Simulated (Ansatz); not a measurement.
## Phases of Ga at 82 GPa

Structure types of Ga are relaxed in primitive cells with their symmetry kept at 82 GPa, first on PAW files, then by LAPW. The enthalpy is E + pV at zero temperature, without zero-point motion. Only the types listed were tried, and differences under about 5 meV/atom are mesh noise. Not among the end structures: fcc, which may lie lower.

Computed with Ansatz 0.2.0; functional PBE, scalar-relativistic. Settings: Fermi–Dirac smearing of 0.05 eV, no spin polarisation. Methods: LAPW: all electrons, basis error target 0.5 meV/atom; PAW: frozen-core files, cutoff 420 eV.

k meshes: bcc 19×19×19, hcp 17×17×9, diamond 14×14×14, beta tin 18×18×18, sc 16×16×16.

| start type | ends as | a, b, c (Å) | V (Å³/atom) | H − H(lowest), LAPW (meV/atom) |
| --- | --- | --- | --- | --- |
| bcc | bcc, Im-3m | 2.852, 2.852, 2.852 | 11.60 | ? |
| hcp | hcp, P6_3/mmc | 2.530, 2.530, 4.158 | 11.52 | 0.0 |
| diamond | diamond, Fd-3m | 4.842, 4.842, 4.842 | 14.19 | ? |
| beta tin | beta tin, I4_1/amd | 4.508, 4.508, 2.353 | 11.95 | 277.7 |
| sc | sc, Pm-3m | 2.296, 2.296, 2.296 | 12.10 | 420.2 |

**Question.** What belongs in the row "diamond", column "H − H(lowest), LAPW (meV/atom)"?

**Answer.** 2104.3.

**Question.** Give the missing entry: row "bcc", column "H − H(lowest), LAPW (meV/atom)".

**Answer.** 63.4.

**Question.** Split the lead of hcp over bcc into energy and pV.

**Answer.** For bcc less hcp: ΔE = +22.8 meV/atom, and p·ΔV = 82 GPa × +0.0793 Å³ × 6.242 meV/(GPa·Å³) = +40.6 meV/atom, together 63.4 meV/atom. hcp wins on both counts.
